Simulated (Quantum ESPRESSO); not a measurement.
A run of Quantum ESPRESSO 7.5 is set up as follows.

pw.in

```
&CONTROL
  calculation = 'scf'
  prefix = 'pwscf'
  outdir = './tmp'
  pseudo_dir = './pseudo'
  tprnfor = .true.
  tstress = .true.
  disk_io = 'low'
/
&SYSTEM
  ibrav = 0
  nat = 1
  ntyp = 1
  ecutwfc = 82
  nbnd = 16
  occupations = 'smearing'
  smearing = 'fd'
  degauss = 0.00367493
/
&ELECTRONS
  conv_thr = 2d-10
  electron_maxstep = 120
  mixing_beta = 0.5
/
ATOMIC_SPECIES
Ag   107.8682 Ag.upf
CELL_PARAMETERS angstrom
   0.0000000000    2.0427500000    2.0427500000
   2.0427500000    0.0000000000    2.0427500000
   2.0427500000    2.0427500000    0.0000000000
ATOMIC_POSITIONS angstrom
Ag     0.0000000000    0.0000000000    0.0000000000
K_POINTS automatic
11 11 11 0 0 0
```

Contents of bands.in:

```
&CONTROL
  calculation = 'bands'
  prefix = 'pwscf'
  outdir = './tmp'
  pseudo_dir = './pseudo'
  disk_io = 'low'
  verbosity = 'high'
/
&SYSTEM
  ibrav = 0
  nat = 1
  ntyp = 1
  ecutwfc = 82
  nbnd = 16
  occupations = 'smearing'
  smearing = 'fd'
  degauss = 0.00367493
/
&ELECTRONS
  conv_thr = 1d-08
  electron_maxstep = 120
  mixing_beta = 0.5
  diago_full_acc = .true.
/
ATOMIC_SPECIES
Ag   107.8682 Ag.upf
CELL_PARAMETERS angstrom
   0.0000000000    2.0427500000    2.0427500000
   2.0427500000    0.0000000000    2.0427500000
   2.0427500000    2.0427500000    0.0000000000
ATOMIC_POSITIONS angstrom
Ag     0.0000000000    0.0000000000    0.0000000000
K_POINTS crystal
60
 0.0000000000  0.0000000000  0.0000000000 1
 0.0625000000  0.0000000000  0.0625000000 1
 0.1250000000  0.0000000000  0.1250000000 1
 0.1875000000  0.0000000000  0.1875000000 1
 0.2500000000  0.0000000000  0.2500000000 1
 0.3125000000  0.0000000000  0.3125000000 1
 0.3750000000  0.0000000000  0.3750000000 1
 0.4375000000  0.0000000000  0.4375000000 1
 0.5000000000  0.0000000000  0.5000000000 1
 0.5000000000  0.0625000000  0.5625000000 1
 0.5000000000  0.1250000000  0.6250000000 1
 0.5000000000  0.1875000000  0.6875000000 1
 0.5000000000  0.2500000000  0.7500000000 1
 0.4375000000  0.3125000000  0.7500000000 1
 0.3750000000  0.3750000000  0.7500000000 1
 0.3375000000  0.3375000000  0.6750000000 1
 0.3000000000  0.3000000000  0.6000000000 1
 0.2625000000  0.2625000000  0.5250000000 1
 0.2250000000  0.2250000000  0.4500000000 1
 0.1875000000  0.1875000000  0.3750000000 1
 0.1500000000  0.1500000000  0.3000000000 1
 0.1125000000  0.1125000000  0.2250000000 1
 0.0750000000  0.0750000000  0.1500000000 1
 0.0375000000  0.0375000000  0.0750000000 1
 0.0000000000  0.0000000000  0.0000000000 1
 0.0625000000  0.0625000000  0.0625000000 1
 0.1250000000  0.1250000000  0.1250000000 1
 0.1875000000  0.1875000000  0.1875000000 1
 0.2500000000  0.2500000000  0.2500000000 1
 0.3125000000  0.3125000000  0.3125000000 1
 0.3750000000  0.3750000000  0.3750000000 1
 0.4375000000  0.4375000000  0.4375000000 1
 0.5000000000  0.5000000000  0.5000000000 1
 0.5250000000  0.4500000000  0.5250000000 1
 0.5500000000  0.4000000000  0.5500000000 1
 0.5750000000  0.3500000000  0.5750000000 1
 0.6000000000  0.3000000000  0.6000000000 1
 0.6250000000  0.2500000000  0.6250000000 1
 0.5833333333  0.2500000000  0.6666666667 1
 0.5416666667  0.2500000000  0.7083333333 1
 0.5000000000  0.2500000000  0.7500000000 1
 0.5000000000  0.2857142857  0.7142857143 1
 0.5000000000  0.3214285714  0.6785714286 1
 0.5000000000  0.3571428571  0.6428571429 1
 0.5000000000  0.3928571429  0.6071428571 1
 0.5000000000  0.4285714286  0.5714285714 1
 0.5000000000  0.4642857143  0.5357142857 1
 0.5000000000  0.5000000000  0.5000000000 1
 0.4821428571  0.4821428571  0.5357142857 1
 0.4642857143  0.4642857143  0.5714285714 1
 0.4464285714  0.4464285714  0.6071428571 1
 0.4285714286  0.4285714286  0.6428571429 1
 0.4107142857  0.4107142857  0.6785714286 1
 0.3928571429  0.3928571429  0.7142857143 1
 0.3750000000  0.3750000000  0.7500000000 1
 0.6250000000  0.2500000000  0.6250000000 1
 0.5937500000  0.1875000000  0.5937500000 1
 0.5625000000  0.1250000000  0.5625000000 1
 0.5312500000  0.0625000000  0.5312500000 1
 0.5000000000  0.0000000000  0.5000000000 1
```

Potentials or basis: PseudoDojo 0.4.1 SR PBEsol standard.

The run is started by

```sh
$ OMP_NUM_THREADS=1 pw.x -in pw.in > pw.out
$ OMP_NUM_THREADS=1 pw.x -in bands.in > bands.out
```

Predict the pressure.

-3.0 GPa.

Estimate the band gap on the k mesh.

none (metal or under the smearing width).

Levels at the corners of the path, in eV from the Fermi level:
```
point  band 5  band 6  band 7  band 8  band 9  band 10  band 11  band 12  band 13  band 14
    Γ   -8.05   -4.96   -4.96   -4.96   -3.91    -3.91    15.94    19.47    19.47    19.47
    X   -6.63   -6.48   -3.14   -2.90   -2.90     1.33     6.51    10.43    10.43    16.87
    W   -5.87   -5.25   -5.25   -3.91   -2.90     5.71     5.71     6.75     7.96    22.57
    K   -6.19   -5.76   -4.25   -3.69   -3.19     4.04     5.01     6.91    12.54    16.59
    Γ   -8.05   -4.96   -4.96   -4.96   -3.91    -3.91    15.94    19.47    19.47    19.47
    L   -6.59   -4.98   -4.98   -3.11   -3.11    -0.68     3.38    15.14    17.69    17.69
    U   -6.19   -5.76   -4.25   -3.69   -3.19     4.04     5.01     6.91    12.54    16.59
    W   -5.87   -5.25   -5.25   -3.91   -2.90     5.71     5.71     6.75     7.96    22.57
    L   -6.59   -4.98   -4.98   -3.11   -3.11    -0.68     3.38    15.14    17.69    17.69
    K   -6.19   -5.76   -4.25   -3.69   -3.19     4.04     5.01     6.91    12.54    16.59
    U   -6.19   -5.76   -4.25   -3.69   -3.19     4.04     5.01     6.91    12.54    16.59
    X   -6.63   -6.48   -3.14   -2.90   -2.90     1.33     6.51    10.43    10.43    16.87
```
